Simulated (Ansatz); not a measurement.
## How much do the gradients of V2O3 depend on the method?

Cell: a structure deposited in the COD, ions relaxed with PBE at fixed cell.

Space group R-3c:H (No. 167); a = 4.9418, c = 13.9903 Å, γ = 120.00°.

| site | Wyckoff | site symmetry | x | y | z |
| --- | --- | --- | --- | --- | --- |
| V | 12c | 3. | 0.0000 | 0.0000 | 0.8414 |
| O | 18e | .2 | 0.3436 | 0.0102 | 0.0833 |

One atom of each set is listed; the run and its k-mesh use a cell of 10 atoms with edges of 5.47, 5.47, 5.47 Å.

First run. Method: Kohn–Sham DFT in Ansatz, PBE, plane waves and PAW, scalar-relativistic, collinear spin, 420 eV cutoff, Γ-centred 9×9×9 k-points, Fermi–Dirac smearing 0.05 eV. Start moments as typed (μB): 2 on each V, none on the rest.

```tsv
site	V_zz (10²¹ V/m²)	η	m (μB)
V	-1.28	0.00	0.86
O	-3.91	0.02	-0.01
```

Second run. The same atoms and settings, except that the functional is r2SCAN and the cutoff is 500 eV.

Problem. Given the first result, estimate the second.

Solution. 

| site | V_zz | η | change of V_zz | m (μB) |
| --- | --- | --- | --- | --- |
| V | 3.13 | 0.00 | +4.41 | 1.53 |
| O | -3.90 | 0.14 | +0.01 | -0.01 |

The largest change of V_zz is on V, from -1.28 to 3.13. V_zz changes sign on V (same axis). The absolute magnetisation of the cell goes from 4.7 to 8.2 μB.

With no gap above 0.1 eV, as in a metal, the gradients converge slowly in k; expect changes of a tenth or more on a denser mesh. Semilocal functionals can leave a metal where correlation in the d or f shell opens a gap in the real compound, and that would change the values at and beside V. Measured V2O3 orders antiferromagnetically, but in this run all moments are parallel, as the start or the cell imposes: fields and spin densities carried over to other atoms belong to this order alone, and gaps, moments and gradients can differ too.
For the second run: At this cell the principal stresses reach 5 GPa in size with r2SCAN, which can matter for small gradients. The largest force is 1.0 eV/Å, so the atoms aren't at the calculated equilibrium and relaxing them would move these values. The program didn't check the stability of this electronic state in full, so a lower one may lie near.
